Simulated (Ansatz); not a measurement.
The parent structure is InN in the wurtzite structure (space group P6_3mc, No. 186).

```yaml
crystal:
  lattice:
    - [3.53734, 0.00000, 0.00000]
    - [-1.76867, 3.06343, 0.00000]
    - [0.00000, 0.00000, 5.71395]
  atoms:
    - { symbol: In, position: [0.66667, 0.33333, 0.00204] }
    - { symbol: In, position: [0.33333, 0.66667, 0.50204] }
    - { symbol: N, position: [0.66667, 0.33333, 0.62316] }
    - { symbol: N, position: [0.33333, 0.66667, 0.12316] }
```

Cartesian axes are those of the cell as printed.

Calculations: PBEsol/PAW in Ansatz (a quantum-chemistry and plane-wave program), no spin-orbit coupling, earlier PAW set.

Perturbation: an isotropic linear strain of −2.54 %; the atoms relax in the strained cell.

**Question.** Predict the stress tensor and what it implies for the stiffness.

**Answer.** Stress of the strained cell less that of the base (GPa, compression positive):
```
   12.6     0.0     0.0
    0.0    12.6     0.0
    0.0     0.0    12.3
```

Then B = −ΔP/(ΔV/V₀) with ΔV/V₀ = -0.0743 gives secant stiffness values (nonlinear terms included at this strain): B (at held cell shape, above the free-shape value) ≈ 168 GPa.

As a check, the harmonic strain energy −½ V₀ Δσ:ε is 46 meV/atom; the computed energy rise is 42 meV/atom.

The mesh was chosen for an insulator and is coarse for the gapless case. Whether these cells are dynamically stable was not tested. The final runs are not spin-polarised.
